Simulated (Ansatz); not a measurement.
**Sn: how the energy converges with the cutoff**

Sn, I4/mmm, a = 3.182 Å, c = 5.831 Å. This isn't the element's structure at ambient conditions. Ansatz: r2SCAN, PAW, cutoff varied, Γ-centred 18×18×18 mesh on 1 atom, Gaussian smearing 0.10 eV; no spin polarisation. Single points at one geometry, the cutoff alone changed; ΔE is the energy at zero smearing over the run at 850 eV. The runs up to 460 eV lie under the cutoff recommended for these PAW datasets.

```
cutoff (eV)  ΔE (meV/atom)
        150       41043.35
        200        5201.78
        250         533.16
        300          39.58
        350           6.05
        380           4.28
        460           2.06
        500           1.80
        520           1.76
        600           1.68
        700              ?
```

Problem. Assume ΔE falls exponentially with the cutoff, fit y = ln ΔE against x, the cutoff in eV, to the other rows, and predict the missing value.

Solution. y = 10.622, 8.557, 6.279, 3.678, 1.800, 1.454, 0.723, 0.588, 0.565, 0.519. Means x = 371.0, y = 3.4785; Σ(Δx)² = 197490, ΣΔxΔy = -4513; the slope is their ratio. y = 11.96 − 0.02285 x, a factor of ten per 101 eV. At 700 eV this gives ΔE = 0.02 meV/atom. The run gave 1.31, a ratio of 0.02. Between neighbouring rows the decay runs from a factor of ten per 44 eV to one per 3960 eV, so one exponential is only a rough guide.